## Question

SnSe₂ is a layered crystal. In each layer a sheet of tin lies between two sheets of selenium, and every tin atom has six selenium neighbours, equally far away in the unstrained crystal. A calculation in the local density approximation (LDA) compresses and stretches this crystal along one direction in the plane of the layers, here called y. The other two axes are held, and the fractional coordinates are frozen: the atoms are carried along with the cell but cannot settle into better places.

SnSe2 (CdI2 type, P-3m1, a = 3.811, c = 6.137 Å, cell not relaxed at this level), strained along y, in plane and perpendicular to a, with fractional coordinates fixed. Ansatz 0.2.0, scalar-relativistic plane-wave LDA with PAW datasets made for PBE, no spin polarisation, cutoff 420 eV, Gamma-centred 9×9×6 k mesh, Gaussian smearing of 0.05 eV; energies are free energies.

```csv
strain,energy change (meV/atom),tensile stress along pattern (GPa),pressure (GPa),gap on mesh (eV)
-0.15,310.8,-30.17,19.29,0.000
-0.1125,160.8,-20.06,12.77,0.000
-0.075,65.6,-11.82,7.65,0.184
0,0.0,-0.05,0.54,0.550
0.0375,12.3,3.96,-1.88,0.382
0.1125,95.6,9.38,-5.19,0.029
0.15,157.4,11.06,-6.27,0.000
```

The strain is the relative change of length along y, negative in compression. The energy change is counted from the unstrained cell. The tensile stress along the pattern is the pull along y, while the pressure is an average over three perpendicular axes and is positive in compression. The gap on the mesh separates the highest filled from the lowest empty state at the sampled k points.

1. Compare rows of equal and opposite strain. What makes the energy depend on the sign of the strain?
2. At the strongest compression each selenium atom feels a force of 2.18 eV/Å, and a spring constant of roughly 10 eV/Å² holds it against the tin sheet. Estimate how much energy the selenium atoms would release if they could move. What does this mean for the first answer?
3. Why is there a pressure at zero strain, although the stress along y is almost nil?
4. How does the gap depend on the sign of the strain, and what does the shape of its fall reveal?

## Model answer

### 1. Energy and the sign of the strain

Compression costs more than stretching. At a strain of 0.15 the ratio of the two energies is 1.97, and at 0.1125 it is 1.68, so the imbalance grows with strain. The stress shows the same thing more sharply: its slope against strain falls from 270 GPa in the most compressed interval to 45 GPa in the most stretched one. The crystal thus becomes softer all the way from one end of the scan to the other.

Geometry comes first, because unequal changes of bond length could explain this at once. Two of the six Sn–Se bonds have their whole in-plane part along y, and they take most of the strain. They shorten by 0.26 Å at one end of the scan and lengthen by 0.28 Å at the other. The change of length is nearly even, so the imbalance must lie in what a given change costs.

A diatomic molecule is the simplest system with this property. When its atoms are pushed together, their filled shells overlap and the energy climbs steeply; when they are pulled apart, the attraction weakens and the curve flattens. The Sn–Se bonds should behave alike, which is standard bonding physics rather than something that total energies can isolate. The comparison ends where the crystal has more than one distance to change: neighbouring selenium atoms in a sheet also approach, from 3.81 to 3.39 Å, and their repulsion may add to the cost.

Such a curve suggests a simple model. Close to a minimum the energy is Aε² − Bε³, where ε is the strain, A measures the stiffness and B the difference between pushing and pulling. Half the sum of two mirror rows leaves only the square term, and half their difference leaves only the cubic one. The model can therefore be tested without choosing A or B, by asking how each part grows from 0.1125 to 0.15.

The square part should grow by a factor of 1.78 and does so by 1.83. The cubic part should grow by 2.37 and does so by 2.35. One stiffness and one measure of imbalance thus describe both mirror pairs well, and the small excess in the square part shows where higher terms begin to enter.

The stresses nearest to zero strain give an elastic constant of about 124 GPa. It is the stiffness along y with the other axes held and the atoms frozen. It is not a Young's modulus, for which the sides would have to be free to contract. Nor does the scan reach an ideal strength, since the stress is still rising in the last row, at 11.06 GPa.

### 2. What the frozen atoms add

The same calculation gives the force on each selenium atom. It is 2.18 eV/Å at the strongest compression and only 0.33 eV/Å at the strongest stretch. The short bonds push hard on atoms that are not allowed to give way. Part of the contrast comes from the start of the scan, where selenium is already pushed away from the tin sheet: this push adds to the force under compression and opposes it under strong tension.

An atom held by a spring of force constant k and pushed by a force F releases F²/(2k) when it is let go. For selenium moving against the tin sheet, k is roughly 10 eV/Å², a recalled figure that holds for small displacements. The release is then 2.18²/(2 × 10) ≈ 0.24 eV for each selenium atom. Two atoms in three are selenium, which makes 0.24 × 2/3 ≈ 0.16 eV an atom, or on the order of a hundred meV.

The same step for the stretched crystal gives only a few meV an atom. The two end rows differ by 310.8 − 157.4 = 153.4 meV an atom, so by this estimate relaxation could remove most or even all of the imbalance. The figure is good to an order of magnitude only: compressed bonds are stiffer than the spring assumed here, which lowers the release, while sideways motion of selenium is softer, which raises it. Either way, the factor of two in the table describes a crystal with frozen coordinates and should not be carried over to a slowly strained sample, whose atoms do move.

### 3. The pressure at zero strain

The scan starts from a cell that was not relaxed with this functional. Along y it happens to be almost free of stress, but along the layer normal it is under compression. That one axis supplies 94 % of the pressure of 0.54 GPa. The atoms are not relaxed either: each selenium atom feels a force of 0.41 eV/Å away from the tin sheet. This push is the source of the pressure. Lengthening the cell along the normal carries the selenium atoms outward, the way they are pushed, and that alone contributes about 2.6 GPa to the stress on this axis, more than the 1.5 GPa found there. What remains is a pull: layers of fixed thickness would move closer together. The layers are thus too thin rather than too tightly packed. The LDA was also used with PAW datasets made for PBE, which may shift the residual stress. The row can serve as a starting point for strain along y, though it is not the equilibrium crystal.

### 4. The gap and the sign of the strain

Among the rows of the table, the gap is largest at zero strain and smaller on both sides. It loses 0.049 eV per percent of strain on the way to −0.075, and 0.045 eV per percent on the way to +0.0375. Where the energy distinguishes pushing from pulling, the gap hardly does.

Symmetry offers a reason. The unstrained crystal has a threefold axis, which makes certain electronic states equal in energy: equivalent valleys of the conduction band, for instance, or selenium p states that point in different directions within the plane. Strain along y removes the axis, so that all strained rows are monoclinic and no longer trigonal, and it splits such a set, with some members rising and others falling in proportion to the strain. Reversing the strain exchanges their roles, but the gap is measured from the highest filled to the lowest empty state, so it shrinks in both cases as long as the splitting outweighs any shift common to the whole set.

This explanation predicts a kink at zero strain with straight flanks, whereas a gap that merely passed through a smooth maximum there would start to fall slowly. The stretched rows can tell these two cases apart. At 0.0375 the gap has already lost 0.32 of what it loses by 0.1125. A straight line requires one third and a parabola one ninth, so the stretched flank is close to straight, as a kink requires. Under compression only one strained row still has a gap, so neither the shape of that flank nor the exact place of the turn is tested: the gap could still rise a little under slight compression before it falls. The splitting, and the choice of states that take part in it, therefore remain an inference from symmetry.

Three rows have no gap at all, yet the stress slope falls through them without a break. The bands that meet there involve few electrons, while the energy comes from all the bonds. The strain at which the gap closes is less certain than the way it falls. LDA tends to make gaps too small, and a mesh that misses the band edges makes them too large, so the 0.029 eV at +0.1125 does not establish that the crystal is still a semiconductor.

## Remarks on the reasoning

The first answer gains its force from the order of its steps. An appeal to steep repulsion would be weak if the bonds shortened far more than they lengthened, so the lengths have to be compared before the energies are interpreted.

An error to avoid in the fourth part is to treat the maximum of the gap like the minimum of the energy, as a smooth turning point. The energy is smooth there because it sums over all filled states, and the splitting of a filled set largely cancels in the sum. The gap picks out single states at the edges, and a different state can take over when the strain changes sign. A strain that kept the threefold axis, such as equal stretching in all in-plane directions, would not split these sets, and symmetry would then give no reason for a kink.

The printed analysis that follows lists the bond lengths, forces and growth factors for checking; it compares rows directly and contains no adjusted curve.

The analysis program printed:

```
Geometry, stiffness and forces:
      row  two bonds in yz plane (A)  four other bonds (A)  Se-Se in plane (A)  stress slope from row before (GPa)  force on Se (eV/A)  rough relaxation energy (meV/atom)
    -0.15                      2.419                 2.619               3.391                                 n/a               2.182                               158.7
  -0.1125                      2.483                 2.634               3.494                               269.6               1.534                               78.45
   -0.075                      2.548                 2.649               3.599                               219.7                1.05                               36.76
      0.0                      2.682                 2.682               3.811                               156.9              0.4148                               5.735
   0.0375                       2.75                 2.699               3.919                               106.9              0.1865                                1.16
   0.1125                      2.889                 2.735               4.137                               72.27              0.1809                               1.091
     0.15                      2.959                 2.754               4.247                                44.8              0.3346                               3.733
Energy at -0.15 over energy at +0.15: 1.975
Energy at -0.1125 over energy at +0.1125: 1.682
Size of stress at -0.15 over stress at +0.15: 2.728
Even part of energy, growth from 0.1125 to 0.15: 1.826
Growth expected for a square law: 1.778
Odd part of energy, growth from 0.1125 to 0.15: 2.353
Growth expected for a cubic law: 2.37
Change of yz bonds at -0.15 (A): -0.2634
Change of yz bonds at +0.15 (A): 0.2768
Clamped-ion elastic constant at zero strain from the three nearest stresses (GPa): 123.6
Same constant from energies at 0.1125 both ways (GPa): 126.1
Share of the c axis in the pressure at zero strain (percent), c-axis stress from outputs: 94.01
Share of the two unstrained axes in the pressure at -0.15 (percent): 47.87
Gap loss per percent of compression, 0 to -0.075 (eV): 0.0488
Gap loss per percent of tension, 0 to 0.0375 (eV): 0.0448
Gap loss per percent of tension, 0.0375 to 0.1125 (eV): 0.04707
Gap loss at 0.0375 as part of loss at 0.1125: 0.3225
The same part for a straight line: 0.3333
The same part for a parabola: 0.1111
```
